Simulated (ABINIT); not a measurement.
Crystal: SiC (Moissanite 6H).

```
Si C
1.0
     3.09500    0.00000    0.00000
    -1.54750    2.68035    0.00000
     0.00000    0.00000   15.17000
Si C
6 6
Direct
  0.66667 0.33333 0.45830
  0.33333 0.66667 0.95830
  0.66667 0.33333 0.79170
  0.33333 0.66667 0.29170
  0.00000 0.00000 0.62500
  0.00000 0.00000 0.12500
  0.66667 0.33333 0.33330
  0.33333 0.66667 0.83330
  0.66667 0.33333 0.66670
  0.33333 0.66667 0.16670
  0.00000 0.00000 0.50000
  0.00000 0.00000 0.00000
```

Base run:

| Quantity | Value |
| --- | --- |
| Program | ABINIT 10.8.3 (patched build) |
| Functional | PBEsol |
| Potentials or basis | JTH PAW PBE v2.0 |
| Cutoff | 517 eV |
| k mesh | 10 × 10 × 2 |
| Occupations | fermi-dirac, width 0.05 eV |
| Spin | no spin polarisation |

Its results: band gap on the k mesh 1.92 eV, indirect (least direct gap 3.03 eV); largest force 0.140 eV/Å.

Problem. The run is repeated on the same cell with these changes: functional from PBEsol to r2SCAN; cutoff from 517 eV to 626 eV; fine-grid cutoff from 1034.03 eV to 1224.51 eV. What comes out?

Solution. Band gap on the k mesh 2.36 eV, indirect (least direct gap 3.52 eV); largest force 0.066 eV/Å.

Caveats: the PAW data sets were made with another functional, which shifts forces and pressure a little.

Not every run made on this cell is shown here.
